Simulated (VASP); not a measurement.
# Ti₄Al₁₁: nudged elastic band

Ti₄Al₁₁, defect, 15 atoms in the cell. PBE, nudged elastic band; PAW potentials Ti_sv, Al (PBE set).

Path: a Al atom hops into a neighbouring Al vacancy; Moving images: 3.

## Input

INCAR.step1:
```
PREC = Normal ; ENCUT = 300
EDIFF = 1E-6 ; ISMEAR = 1
SIGMA = 0.1 ; LREAL = False
LASPH = True ; NELM = 100
ALGO = Normal ; LWAVE = False
LCHARG = False ; IBRION = 2
NSW = 100 ; ISIF = 2
EDIFFG = -0.02 ; POTIM = 0.5
KPAR = 6
```

INCAR.step3:
```
PREC = Normal ; ENCUT = 300
EDIFF = 1E-6 ; ISMEAR = 1
SIGMA = 0.1 ; LREAL = False
LASPH = True ; NELM = 100
ALGO = Normal ; LWAVE = False
LCHARG = False ; IBRION = 1
POTIM = 0.3 ; NSW = 100
EDIFFG = -0.05 ; SPRING = -5
IMAGES = 3 ; KPAR = 2
```

KPOINTS:
```
k-points
0
Gamma
  4 4 4
```

00/POSCAR:
```
Ti4Al11
1.0
   -2.8396770000      4.6812640000      4.9007420000
    2.8396770000     -4.6812640000      4.9007420000
    2.8396770000      4.6812640000     -4.9007420000
Ti Al
4 11
Direct
    0.3313912949      0.0846118816      0.2467794133
    0.8274665672      0.5813898909      0.2460766763
    0.8378324683      0.0846118816      0.7532205867
    0.3353132146      0.5813898909      0.7539233237
    0.9152390785      0.9152390785      0.0000000000
    0.9171015068      0.4171015068      0.5000000000
    0.4275575731      0.9275575731      0.5000000000
    0.1617947963      0.4158642433      0.2540694471
    0.6647616775      0.9130243446      0.2482626671
    0.6647616775      0.4164990104      0.7517373329
    0.1617947963      0.9077253492      0.7459305529
    0.5847541651      0.5851410056      0.5013784962
    0.0837625094      0.0833756690      0.4986215038
    0.0837625094      0.5851410056      0.0003868405
    0.5847541651      0.0833756690      0.9996131595
```

01/POSCAR:
```
Ti4Al11
1.0
   -2.8396770000      4.6812640000      4.9007420000
    2.8396770000     -4.6812640000      4.9007420000
    2.8396770000      4.6812640000     -4.9007420000
Ti Al
4 11
Direct
    0.3320074715      0.0939412820      0.2570845914
    0.8308268169      0.5910905445      0.2569494400
    0.8368587846      0.0939434182      0.7619348122
    0.3341406828      0.5910907982      0.7602648194
    0.9157521566      0.9247390757      0.0089403062
    0.9165850366      0.4256468569      0.5090536961
    0.4257886409      0.8092785763      0.3835415662
    0.1594587950      0.4196084444      0.2601494111
    0.6685888434      0.9248775622      0.2562881114
    0.6636954216      0.4220604211      0.7583652388
    0.1625845300      0.9185201384      0.7559358731
    0.5865103526      0.5915496006      0.5115196325
    0.0849880790      0.0920735072      0.5078435880
    0.0800342180      0.5915536877      0.0050439581
    0.5842285398      0.0920739537      1.0070851916
```

02/POSCAR:
```
Ti4Al11
1.0
   -2.8396770000      4.6812640000      4.9007420000
    2.8396770000     -4.6812640000      4.9007420000
    2.8396770000      4.6812640000     -4.9007420000
Ti Al
4 11
Direct
    0.3329381011      0.1008129876      0.2666827338
    0.8341382133      0.5993487514      0.2662632740
    0.8341404489      0.1008283809      0.7678844917
    0.3330796863      0.5993481692      0.7652201250
    0.9161003853      0.9325559736      0.0162528072
    0.9161917250      0.4329591406      0.5165644824
    0.4255520771      0.6920898743      0.2669056295
    0.1579683241      0.4240226162      0.2660522352
    0.6711901256      0.9378355972      0.2666408093
    0.6639191007      0.4287378629      0.7648202337
    0.1624482620      0.9305952016      0.7681477334
    0.5876383814      0.5990218985      0.5214331577
    0.0848023277      0.1024271815      0.5181060071
    0.0776301776      0.5990381303      0.0114084749
    0.5843106636      0.1024262341      1.0176178048
```

03/POSCAR:
```
Ti4Al11
1.0
   -2.8396770000      4.6812640000      4.9007420000
    2.8396770000     -4.6812640000      4.9007420000
    2.8396770000      4.6812640000     -4.9007420000
Ti Al
4 11
Direct
    0.3341346597      0.1071942165      0.2763683072
    0.8368580101      0.6082472348      0.2762334798
    0.8308257485      0.1071940698      0.7730592556
    0.3320144839      0.6082478839      0.7713890878
    0.9165808448      0.9408483963      0.0242593730
    0.9157946808      0.4401365087      0.5243727882
    0.4257527896      0.5755814160      0.1498070411
    0.1594586186      0.4325931443      0.2731346161
    0.6685892166      0.9456335825      0.2770446162
    0.6636952689      0.4385151358      0.7748197625
    0.1625841825      0.9401017553      0.7775173712
    0.5865102456      0.6083022281      0.5282698353
    0.0849885196      0.1105739367      0.5263448580
    0.0800315514      0.6083034822      0.0217932835
    0.5842295477      0.1105748761      1.0255865595
```

04/POSCAR:
```
Ti4Al11
1.0
   -2.8396770000      4.6812640000      4.9007420000
    2.8396770000     -4.6812640000      4.9007420000
    2.8396770000      4.6812640000     -4.9007420000
Ti Al
4 11
Direct
    0.3353130316      0.1147231422      0.2872565561
    0.8378325261      0.6179452871      0.2865539057
    0.8274665861      0.1147231422      0.7794101106
    0.3313913815      0.6179452871      0.7801127610
    0.9171013097      0.9504346431      0.0333333333
    0.9152384694      0.4485718027      0.5333333333
    0.4275583124      0.4608916457      0.0333333333
    0.1617946027      0.4410575384      0.2792629357
    0.6647617023      0.9498324160      0.2850707137
    0.6647617023      0.4463576553      0.7815959530
    0.1617946027      0.9491983338      0.7874037310
    0.5847544151      0.6167086657      0.5329461942
    0.0837624715      0.1184748875      0.5337204725
    0.0837624715      0.6167086657      0.0319542506
    0.5847544151      0.1184748875      1.0347124160
```

POSCAR.step1:
```
Ti4Al11
1.0
   -2.8396770000      4.6812640000      4.9007420000
    2.8396770000     -4.6812640000      4.9007420000
    2.8396770000      4.6812640000     -4.9007420000
Ti Al
4 11
Direct
    0.3329580000      0.0829580000      0.2500000000
    0.8329580000      0.5829580000      0.2500000000
    0.8329580000      0.0829580000      0.7500000000
    0.3329580000      0.5829580000      0.7500000000
    0.9179500000      0.9179500000      0.0000000000
    0.9179500000      0.4179500000      0.5000000000
    0.4179500000      0.9179500000      0.5000000000
    0.1654560000      0.4154560000      0.2500000000
    0.6654560000      0.9154560000      0.2500000000
    0.6654560000      0.4154560000      0.7500000000
    0.1654560000      0.9154560000      0.7500000000
    0.5836355000      0.5836355000      0.5000000000
    0.0836355000      0.0836355000      0.5000000000
    0.0836355000      0.5836355000      0.0000000000
    0.5836355000      0.0836355000      0.0000000000
```

POSCAR.step2:
```
Ti4Al11
1.0
   -2.8396770000      4.6812640000      4.9007420000
    2.8396770000     -4.6812640000      4.9007420000
    2.8396770000      4.6812640000     -4.9007420000
Ti Al
4 11
Direct
    0.3329580000      0.0829580000      0.2500000000
    0.8329580000      0.5829580000      0.2500000000
    0.8329580000      0.0829580000      0.7500000000
    0.3329580000      0.5829580000      0.7500000000
    0.9179500000      0.9179500000      0.0000000000
    0.9179500000      0.4179500000      0.5000000000
    0.4179500000      0.4179500000      0.0000000000
    0.1654560000      0.4154560000      0.2500000000
    0.6654560000      0.9154560000      0.2500000000
    0.6654560000      0.4154560000      0.7500000000
    0.1654560000      0.9154560000      0.7500000000
    0.5836355000      0.5836355000      0.5000000000
    0.0836355000      0.0836355000      0.5000000000
    0.0836355000      0.5836355000      0.0000000000
    0.5836355000      0.0836355000      0.0000000000
```

Commands (each step's output is kept before the next begins):
```
cat potpaw_PBE.64/Ti_sv/POTCAR potpaw_PBE.64/Al/POTCAR > POTCAR
cp INCAR.step1 INCAR
cp POSCAR.step1 POSCAR
mpirun -np 6 vasp_std > vasp.out
cp POSCAR.step2 POSCAR
mpirun -np 6 vasp_std > vasp.out
# 00 and 04 hold the relaxed ends; the images between are interpolated (pair-distance (IDPP))
cp INCAR.step3 INCAR
mpirun -np 6 vasp_std > vasp.out
```

## Result

- Barrier (eV): 0.168
- Barrier of the reverse step (eV): 0.168
- Energy of the second end over the first (eV): 0.000
- Top of the path (share of its length): 0.50
- Length of the path (Å): 3.18
- Steps of the band: 29
- Ionic steps, all stages: 47
- Electronic steps, all stages: 819

Energy along the relaxed band:

| Image | Distance along the path (Å) | Energy above the first end (eV) | Slope along the path (eV/Å) | Largest force across the path (eV/Å) |
|---|---|---|---|---|
| 0 | 0.000 | 0.000 | relaxed end |  |
| 1 | 0.793 | 0.103 | 0.167 | 0.009 |
| 2 | 1.589 | 0.168 | 0.000 | 0.044 |
| 3 | 2.386 | 0.103 | -0.167 | 0.008 |
| 4 | 3.179 | -0.000 | relaxed end |  |

The cell is TiAl3 (16 atoms) with one Al atom missing.

The two ends have the same energy within 0.01 eV.

Limits: the cell holds 15 atoms, so the vacancy or interstitial meets its own images and the barrier isn't that of a lone defect.

VASP 6.6.1 took 972 s on 6 cores (AMD EPYC 9R45 (Zen 5)), a shared host.
